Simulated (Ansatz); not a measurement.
As: what symmetry allows forces and stress to be

```yaml
crystal:
  lattice:
    - [1.91443, 1.10530, 3.34094]
    - [-1.91443, 1.10530, 3.34094]
    - [0.00000, -2.21059, 3.34094]
  atoms:
    - { symbol: As, position: [0.23710, 0.23710, 0.23710] }
    - { symbol: As, position: [0.76290, 0.76290, 0.76290] }
```

The calculation used Ansatz, DFT PBE, scalar-relativistic, plane waves, PAW.

Plane waves to 420 eV, a k mesh through Γ of 15×15×15 on the computed 2-atom cell and Gaussian smearing (0.10 eV); no spin polarisation.

This distorted cell has space group R-3m, with 12 operations.

Task: Without a calculation: in which directions can each atom feel a force?

Result: A force must be left unchanged by every operation that keeps its atom in place, so it lies in the space that those operations leave fixed. Atoms that the group maps onto each other feel forces of one size.
```csv
atom,site symmetry,operations at the site,equivalent to atom,allowed force (Cartesian)
As1,3m,6,1,"along (0.00, 0.00, 1.00)"
As2,3m,6,1,"along (0.00, 0.00, 1.00)"
```

That leaves 1 independent force component of 6. A relaxation in this cell that keeps the symmetry moves the atoms in these directions alone.

Task: And the stress tensor?

Result: It must be invariant under the point group, which leaves 2 independent components: yz, xz, xy vanish; xx = yy.

Task: Do the computed values obey this?

Result: Yes. Forces (eV/Å):
```
As1  0.000  0.000 -0.799
As2  0.000  0.000  0.799
```

Stress (GPa, compression positive, xx yy zz yz xz xy): -0.27 -0.27 -1.21 0.00 0.00 0.00. The program imposes the same operations on density, forces and stress, so this confirms the analysis and is no independent test of the calculation.